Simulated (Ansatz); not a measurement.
## Al$_{2}$Cu under strain

Computed with DFT PBEsol, scalar-relativistic, plane waves, PAW (Ansatz 0.2.0). (420 eV cutoff, 10×10×6 k-mesh, Gaussian smearing of 0.10 eV, no spin polarisation)

Reference structure (relaxed):

```
CELL_PARAMETERS angstrom
2.86318 2.86318 0.00000
-2.86318 2.86318 0.00000
0.00000 0.00000 5.72636
ATOMIC_POSITIONS crystal
Al 0.50000 0.00000 0.25000
Al 0.00000 0.50000 0.25000
Al 0.00000 0.50000 0.75000
Al 0.50000 0.00000 0.75000
Cu 0.00000 0.00000 0.50000
Cu 0.50000 0.50000 0.00000
```

Deformation: uniaxial strain along c, with the lengths of a and b and the atoms relaxed and the angles held, all within the symmetry that the strain leaves. Energies are extrapolated to zero smearing. Stress is positive in compression, on the Cartesian axes of the cell above. On this cell's mesh the reference holds a stress of up to 0.70 GPa.

```csv
strain (%),ΔE (meV/atom),a (Å),b (Å),c (Å),σxx (GPa),σyy (GPa),σzz (GPa)
-6.0,?,?,?,5.383,?,?,?
-4.0,9.6,4.096,4.096,5.497,0.00,0.00,6.21
-2.0,1.3,4.075,4.075,5.612,0.00,0.00,2.38
+0.0,0.0,4.049,4.049,5.726,0.34,0.34,-0.70
+2.0,?,?,?,5.841,?,?,?
+4.0,13.0,4.007,4.007,5.955,0.00,0.00,-5.10
+6.0,23.9,3.979,3.979,6.070,0.00,0.00,-6.13
```

Task: Fill in the row at -6.0 %.

Result: ΔE 26.5 meV/atom; a 4.117 Å; b 4.117 Å; σxx 0.00 GPa; σyy 0.00 GPa; σzz 10.69 GPa.

Task: Fill in the row at +2.0 %.

Result: ΔE 4.5 meV/atom; a 4.033 Å; b 4.033 Å; σxx 0.00 GPa; σyy 0.00 GPa; σzz -3.47 GPa.